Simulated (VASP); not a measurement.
The system is Pt.

```
Pt
1.0
    -1.55706    1.55706    1.55706
     1.55706   -1.55706    1.55706
     1.55706    1.55706   -1.55706
Pt
1
Direct
  0.00000 0.00000 0.00000
```

This isn't the form of Pt at room conditions, which is fcc.

| Item | Value |
| --- | --- |
| Program | VASP 6.6.1 |
| Task | relaxation of cell and atoms |
| Functional | r2SCAN |
| Dispersion | rVV10 |
| Potentials or basis | VASP PAW PBE potentials, release 64 (Pt) |
| Cutoff | 600 eV |
| k mesh | 18 × 18 × 18 |
| Occupations | gaussian, width 0.1 eV |
| Spin | no spin polarisation |

At the start: pressure 5.5 GPa; volume 15.10 Å³/atom.

**Question.** How do energy, volume and symmetry change on relaxing?

**Answer.** Over 4 steps the energy falls by 4.9 meV/atom and the volume is 15.39 Å³/atom (+1.9 %); space group Im-3m (No. 229, to 0.05 Å).

The path:
```csv
step,energy change (eV),largest force (eV/Å),pressure (GPa),volume (Å³)
1,0.0000,0.0000,5.51,15.10
2,0.0321,0.0000,-12.79,16.26
3,-0.0049,0.0000,-0.10,15.40
4,-0.0049,0.0000,0.01,15.39
```

Final structure:
```
Pt
1.0
    -1.56708    1.56708    1.56708
     1.56708   -1.56708    1.56708
     1.56708    1.56708   -1.56708
Pt
1
Direct
  0.00000 0.00000 0.00000
```

Caveat: the PAW data sets were made with another functional, which shifts forces and pressure a little.
